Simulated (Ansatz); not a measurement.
**Fe: which structure is lowest?**

Theory: Ansatz, DFT, RPBE, plane waves (420 eV) with PAW, scalar-relativistic. The PAW files were generated under PBE, with cores re-solved for the functional.

Each structure is relaxed within its own symmetry, so a high-lying one may be dynamically unstable.

```
        structure  ΔE (meV/atom)  V (Å³/atom)                                    cell                       magnetic state
              bcc              0        11.71                             a = 2.861 Å  ferromagnetic, net 2.24 μB per atom
              A15             83        12.26                             a = 4.612 Å  ferromagnetic, net 2.48 μB per atom
             dhcp            150        12.42  a = 2.558 Å, c = 8.767 Å (c/a = 3.427)  ferromagnetic, net 2.62 μB per atom
              hcp            160        10.43  a = 2.479 Å, c = 3.920 Å (c/a = 1.582)                    spin not included
omega (AlB2-type)            179        12.55  a = 4.237 Å, c = 2.421 Å (c/a = 0.571)  ferromagnetic, net 2.61 μB per atom
     simple cubic            737        13.83                             a = 2.400 Å  ferromagnetic, net 2.51 μB per atom
          diamond           1313        14.86                             a = 4.917 Å                    spin not included
```

ΔE counts from bcc.

Differences under about 8 meV lie within the error of the k-point mesh.
